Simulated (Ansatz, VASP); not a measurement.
**One calculation of SiC (Moissanite), two programs**

```
Si C
1.0
     3.07600    0.00000    0.00000
    -1.53800    2.66389    0.00000
     0.00000    0.00000    5.04800
Si C
2 2
Direct
  0.33333 0.66667 0.00000
  0.66667 0.33333 0.50000
  0.33333 0.66667 0.38500
  0.66667 0.33333 0.90500
```

Alike in both runs: task single point; functional PBE; k mesh 5 × 5 × 3; no spin polarisation.

```csv
,VASP,Ansatz
version,VASP 6.6.1,Ansatz 0.2.0
potentials or method,"VASP PAW PBE potentials, release 64 (Si, C)","plane waves, PAW"
plane-wave cutoff (eV),520,517
occupations,"gaussian, width 0.01 eV",fixed
valence electrons in the cell,16,16
```

```csv
,VASP,Ansatz,Ansatz less VASP
rms of the force components (eV/Å),0.910,0.909,-0.0007
```

Atom by atom the forces differ by 0.001 eV/Å (rms over components).

Caveats: the k mesh is coarse (spacing up to 0.47 Å⁻¹), so the values aren't converged; forces of over 1 eV/Å show positions far from the minimum, so gaps and moduli don't describe the material at rest. A k mesh can miss the band edges.
